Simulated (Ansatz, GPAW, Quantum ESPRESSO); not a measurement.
FeO: 6 runs at one level of theory

```
CELL_PARAMETERS angstrom
0.00000 2.15540 2.15540
2.15540 0.00000 2.15540
2.15540 2.15540 0.00000
ATOMIC_POSITIONS crystal
Fe 0.00000 0.00000 0.00000
O 0.50000 0.50000 0.50000
```

Alike in all runs: task band structure; functional PBE; k mesh 11 × 11 × 11; occupations fermi-dirac, width 0.05 eV; collinear spin, ferromagnetic start; no spin-orbit coupling. The measured crystal is an antiferromagnetic insulator; the state found here is the runs' own. Pressure is positive in compression and, in plane waves, holds the error of the finite cutoff, which Ansatz's Pulay term estimates and takes out.

| program and potentials | plane-wave cutoff (eV) | notes | pressure (GPa) | net moment per atom (μB) |
| --- | --- | --- | --- | --- |
| Ansatz, Ansatz PAW | 420 | 11 valence electrons an atom on average; Pulay term of +0.65 GPa included | -0.21 | 2.00 |
| Ansatz, Ansatz PAW polarizable | 420 | 11 valence electrons an atom on average; Pulay term of +0.65 GPa included | -0.21 | 2.00 |
| Quantum ESPRESSO, PseudoDojo 0.4.1 SR PBE standard | 1225 | 11 valence electrons an atom on average | -0.95 | 2.00 |
| Ansatz, all-electron LAPW, scalar-relativistic | - | - | -0.28 | 2.00 |
| Ansatz, Ansatz PAW (files of its older set among them) | 950 | 11 valence electrons an atom on average | -0.24 | 2.00 |
| GPAW, GPAW PAW data sets (gpaw-data 1.2.1) | 800 | 7 valence electrons an atom on average | 0.82 | 2.00 |

The pressure spans -0.95 (Quantum ESPRESSO, PseudoDojo 0.4.1 SR PBE standard) to 0.82 GPa (GPAW, GPAW PAW data sets (gpaw-data 1.2.1)), with all-electron results at -0.28. All agree on the net moment per atom. The state is the one that the start led to, which needn't be the lowest.

Differences between rows come from potentials, basis sets and numerical settings, since the functional is the same but for its coding. Runs on potential files found faulty are left out.
